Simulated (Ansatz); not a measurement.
# Residual resistivity of an alloy: Al(111) with 4 layers of random Al-Pt, 2x2, part 2 of 2

Wanted: resistance against the alloy's length, first Al(111) with 4 layers of random Al-Pt, 2x2.

Ansatz 0.2.0; Ansatz plane-wave DFT, PBE, PAW files; ballistic transport by layer matching (Landauer), zero bias; PAW set soft_1.

So far. Step 3 (With 8 alloy layers): Over the solved energies the transmission per spin lies between 1.36 and 1.39, out of 5.49 channels of the lead on average (up to 5.59).

## 4. With 12 alloy layers

In 12 layers a share of 0.75 of the sites is given to Pt at random. A fresh draw is used; the growth of the resistance with length is what counts.

System of this step: Al(111) with 12 layers of random Al-Pt, 2x2. The cell holds 72 atoms: 36 Al and 36 Pt. Its edges and angles: a = 5.725 Å, b = 5.725 Å, c = 42.068 Å, α = 90.0°, β = 90.0°, γ = 120.0°. It derives from Al. Regions: lead, 24 atoms (24 Al); scattering region, 48 atoms (36 Pt and 12 Al). The structure is stacked along c, and the current runs across the ab planes.

File input.yaml:

```yaml
crystal:
  lattice:
    - [5.7246940741, 0.0, 0.0]
    - [-2.862347037, 4.957730497, 0.0]
    - [0.0, 0.0, 42.0677382451]
  atoms:
    - { symbol: Al, position: [0.0, 0.0, 0.0277777778] }
    - { symbol: Al, position: [0.0, 0.5, 0.0277777778] }
    - { symbol: Al, position: [0.5, 0.0, 0.0277777778] }
    - { symbol: Al, position: [0.5, 0.5, 0.0277777778] }
    - { symbol: Al, position: [0.1666666667, 0.3333333333, 0.0833333333] }
    - { symbol: Al, position: [0.1666666667, 0.8333333333, 0.0833333333] }
    - { symbol: Al, position: [0.6666666667, 0.3333333333, 0.0833333333] }
    - { symbol: Al, position: [0.6666666667, 0.8333333333, 0.0833333333] }
    - { symbol: Al, position: [0.3333333333, 0.1666666667, 0.1388888889] }
    - { symbol: Al, position: [0.3333333333, 0.6666666667, 0.1388888889] }
    - { symbol: Al, position: [0.8333333333, 0.1666666667, 0.1388888889] }
    - { symbol: Al, position: [0.8333333333, 0.6666666667, 0.1388888889] }
    - { symbol: Pt, position: [0.0, 0.0, 0.1944444444] }
    - { symbol: Pt, position: [0.0, 0.5, 0.1944444444] }
    - { symbol: Pt, position: [0.5, 0.0, 0.1944444444] }
    - { symbol: Pt, position: [0.5, 0.5, 0.1944444444] }
    - { symbol: Pt, position: [0.1666666667, 0.3333333333, 0.25] }
    - { symbol: Pt, position: [0.1666666667, 0.8333333333, 0.25] }
    - { symbol: Al, position: [0.6666666667, 0.3333333333, 0.25] }
    - { symbol: Pt, position: [0.6666666667, 0.8333333333, 0.25] }
    - { symbol: Pt, position: [0.3333333333, 0.1666666667, 0.3055555556] }
    - { symbol: Pt, position: [0.3333333333, 0.6666666667, 0.3055555556] }
    - { symbol: Pt, position: [0.8333333333, 0.1666666667, 0.3055555556] }
    - { symbol: Pt, position: [0.8333333333, 0.6666666667, 0.3055555556] }
    - { symbol: Pt, position: [0.0, 0.0, 0.3611111111] }
    - { symbol: Al, position: [0.0, 0.5, 0.3611111111] }
    - { symbol: Pt, position: [0.5, 0.0, 0.3611111111] }
    - { symbol: Pt, position: [0.5, 0.5, 0.3611111111] }
    - { symbol: Pt, position: [0.1666666667, 0.3333333333, 0.4166666667] }
    - { symbol: Pt, position: [0.1666666667, 0.8333333333, 0.4166666667] }
    - { symbol: Pt, position: [0.6666666667, 0.3333333333, 0.4166666667] }
    - { symbol: Pt, position: [0.6666666667, 0.8333333333, 0.4166666667] }
    - { symbol: Pt, position: [0.3333333333, 0.1666666667, 0.4722222222] }
    - { symbol: Pt, position: [0.3333333333, 0.6666666667, 0.4722222222] }
    - { symbol: Pt, position: [0.8333333333, 0.1666666667, 0.4722222222] }
    - { symbol: Al, position: [0.8333333333, 0.6666666667, 0.4722222222] }
    - { symbol: Al, position: [0.0, 0.0, 0.5277777778] }
    - { symbol: Pt, position: [0.0, 0.5, 0.5277777778] }
    - { symbol: Al, position: [0.5, 0.0, 0.5277777778] }
    - { symbol: Al, position: [0.5, 0.5, 0.5277777778] }
    - { symbol: Pt, position: [0.1666666667, 0.3333333333, 0.5833333333] }
    - { symbol: Pt, position: [0.1666666667, 0.8333333333, 0.5833333333] }
    - { symbol: Pt, position: [0.6666666667, 0.3333333333, 0.5833333333] }
    - { symbol: Pt, position: [0.6666666667, 0.8333333333, 0.5833333333] }
    - { symbol: Pt, position: [0.3333333333, 0.1666666667, 0.6388888889] }
    - { symbol: Pt, position: [0.3333333333, 0.6666666667, 0.6388888889] }
    - { symbol: Pt, position: [0.8333333333, 0.1666666667, 0.6388888889] }
    - { symbol: Pt, position: [0.8333333333, 0.6666666667, 0.6388888889] }
    - { symbol: Al, position: [0.0, 0.0, 0.6944444444] }
    - { symbol: Al, position: [0.0, 0.5, 0.6944444444] }
    - { symbol: Pt, position: [0.5, 0.0, 0.6944444444] }
    - { symbol: Al, position: [0.5, 0.5, 0.6944444444] }
    - { symbol: Pt, position: [0.1666666667, 0.3333333333, 0.75] }
    - { symbol: Al, position: [0.1666666667, 0.8333333333, 0.75] }
    - { symbol: Pt, position: [0.6666666667, 0.3333333333, 0.75] }
    - { symbol: Pt, position: [0.6666666667, 0.8333333333, 0.75] }
    - { symbol: Al, position: [0.3333333333, 0.1666666667, 0.8055555556] }
    - { symbol: Pt, position: [0.3333333333, 0.6666666667, 0.8055555556] }
    - { symbol: Al, position: [0.8333333333, 0.1666666667, 0.8055555556] }
    - { symbol: Pt, position: [0.8333333333, 0.6666666667, 0.8055555556] }
    - { symbol: Al, position: [0.0, 0.0, 0.8611111111] }
    - { symbol: Al, position: [0.0, 0.5, 0.8611111111] }
    - { symbol: Al, position: [0.5, 0.0, 0.8611111111] }
    - { symbol: Al, position: [0.5, 0.5, 0.8611111111] }
    - { symbol: Al, position: [0.1666666667, 0.3333333333, 0.9166666667] }
    - { symbol: Al, position: [0.1666666667, 0.8333333333, 0.9166666667] }
    - { symbol: Al, position: [0.6666666667, 0.3333333333, 0.9166666667] }
    - { symbol: Al, position: [0.6666666667, 0.8333333333, 0.9166666667] }
    - { symbol: Al, position: [0.3333333333, 0.1666666667, 0.9722222222] }
    - { symbol: Al, position: [0.3333333333, 0.6666666667, 0.9722222222] }
    - { symbol: Al, position: [0.8333333333, 0.1666666667, 0.9722222222] }
    - { symbol: Al, position: [0.8333333333, 0.6666666667, 0.9722222222] }
kpoints:
  mp_grid: { grid: [5, 5, 1] }
hamiltonian:
  xc: pbe
  pseudopotentials: { kind: paw, azcp: { folder: soft_1 } }
scf:
  occupations: { method: fermi_dirac, width: 0.1 }
output:
  transmission:
    leads: [[0, 4]]
    kmesh: [10, 10]
    e_range: [-0.05, 0.05]
    de: 0.05
  write_potential: true
  write_density: true
  volumetric_format: npy
```

Started as:

```console
$ ansatz run input.yaml --threads 4 --pin off --max-ram 15360MiB --backend cpu --events-out ev --progress --plain --runs-dir out
```

Numbers of over 12 decimals in the logs are rounded to 6 here.

The program printed:

```text
[...]
Crystal: 72 atoms, lattice volume = 1193.945 Å³
Basis set: ecut = 420 eV, 23469 PW (Γ)
Bands: 454, of which v1, the nominal top of the filled ones, is band 378 counted from 1 (377 counted from 0)
Symmetry: 1 space group operations
[...]
k-points: 13 of 25 (time reversal used)
[...]
SCF iter   1: F=—  HF=-470318.956225 eV  |F-HF|=—  |Δ(HF+E_count)|=         —  Δρ=1.25e-1  dr2=5.60e3  ethr=3.10e-3  ⟨swp⟩=6.5  Hψ=22051  notcnv=0  defer=31
[...]
SCF iter  12: F=-470261.748114 eV  HF=-470261.748114 eV  |F-HF|=1.26e-8  |Δ(HF+E_count)|=   5.36e-9  Δρ=2.77e-7  dr2=1.31e-8  ethr=1.32e-11  ⟨swp⟩=9.5  Hψ=18860  notcnv=0
SCF 1 converged in 12 iterations: F = -470261.748114 eV  dr2 = 1.31e-8
[...]
transmission: 354 of 3536 steps passed
transmission: 710 of 3536 steps passed
[...]
transmission: 3536 of 3536 steps passed
SCF converged after 12 iterations
Free energy (F): -470261.748114 eV
[...]
Internal energy: -470259.978764 eV  (E = F + TS)
E sigma→0 (E₀):  -470260.863439 eV
Entropy (-TS):   -1.769350 eV (-24.574 meV/atom)
Fermi energy:    14.317123 eV
[...]
--- Band table (eV; the first three rows and the last of 13) ---
  k-point 0: bands = [... 374 lower, 14.3650, 14.3703, 14.3896, 14.3922, 14.3994, 14.4398, 14.4412, 14.4442, ... 72 higher]
  k-point 1: bands = [... 374 lower, 14.1460, 14.1772, 14.1905, 14.2199, 14.2332, 14.2417, 14.2868, 14.3258, ... 72 higher]
  k-point 2: bands = [... 374 lower, 14.2710, 14.3033, 14.3264, 14.4340, 14.4553, 14.5134, 14.5650, 14.6166, ... 72 higher]
  k-point 12: bands = [... 374 lower, 14.1624, 14.2083, 14.2488, 14.2676, 14.2882, 14.2914, 14.3365, 14.3533, ... 72 higher]
--- Transmission ---
  basis      : 253 plane waves across, 68 finite elements along
  points     : 52, standing for a mesh of 10 x 10
[...]
channels       : 5.530000e0 a spin
[...]
junction   : crystal 0 to crystal 0, 0.70 to 40.43 Å
    transmission   : 1.007257e0 a spin
[...]
```

Wall time 9.9 min (4 threads of Intel Xeon Platinum 8488C (Sapphire Rapids), shared host); peak memory 11 GiB.

Numbers from this step:

```yaml
free_energy: -470261.7481 eV
energy_at_zero_smearing: -470260.8634 eV
fermi_energy: 14.32 eV
transmission_per_spin_nearest_the_fermi_level: 1.007
open_channels_per_spin_nearest_the_fermi_level: 5.53
step_of_the_lead_s_potential: 18.4 meV
```

Per spin. The transmission, zone mean by energy, zero at the Fermi level:

```csv
energy (eV),"transmission, zone mean"
-0.0500,0.964
0.0000,1.01
0.0500,0.993
```

Over the solved energies the transmission per spin lies between 0.964 and 1.01, out of 5.47 channels of the lead on average (up to 5.59).

## 5. The fit

This step: Ansatz plane-wave DFT, PBE, PAW files; ballistic transport by layer matching (Landauer), zero bias; residual resistivity from the slope of the area resistance, atoms on the host's lattice; PAW set soft_1 (Ansatz 0.2.0).

Numbers from this step:

```yaml
resistivity: 95.43 µΩ cm
intercept: 0.3117 fΩ m²
scatter_about_the_fit: 0.06930 fΩ m²
```

Resistance, by row:

```
run  length (Å)       T  channels N  RA (fΩ m²)
 n4       9.348   1.902       5.443       1.253
 n8        18.7   1.374        5.49       1.998
n12       28.05  0.9882        5.47       3.037
```

Area resistance against length of the alloy:

```csv
length of the alloy (Å),area resistance (fΩ m²)
9.35,1.25
18.70,2.00
28.05,3.04
```

The area resistance goes from 1.3 to 3.0 fΩ m² between 9.3 and 28.0 Å, a slope of 95 µΩ cm.

By hand from the end points: (3.037 − 1.253) fΩ m² / (28.05 − 9.35) Å = 95 µΩ cm, since 1 fΩ m² per Å is 1000 µΩ cm.

## 6. What came out

| Property | Result |
| --- | --- |
| resistivity from the slope | 95.4 µΩ cm |
| area resistance over 9.35 Å | 1.25 fΩ m² |
| area resistance over 18.7 Å | 2.00 fΩ m² |
| area resistance over 28.0 Å | 3.04 fΩ m² |

The slope gives 95 µΩ cm. The points scatter by 0.069 fΩ m² about the line, with one random draw a length in a 2x2 cell, so the slope is a rough value. Read with a model of isotropic scattering on a spherical Fermi surface and the lead's 1.5×10¹⁵ S/m², this slope means a mean free path near 5.3 Å (a rough figure, since the alloy's own channel count differs); over these lengths the model's slope is within 3 % of its bulk resistivity, though a free path of a few ångströms strains the picture. The atoms sit on the host's lattice, so scattering by size misfit is left out. Spin-orbit coupling is left out, which matters for Pt. A lead's potential steps by up to 28 meV from period to period, which the log calls too much, so longer leads could move the result.

[Logs are printed without paths, hosts, clocks, repeated set-up lines and the standing remarks that a program may print on its own settings, such as how far it seeks lower states.]

[Hosts, paths, dates, database ids (printed as entryN), source tags and the programs' standing remarks are cut or masked in the printed files.]
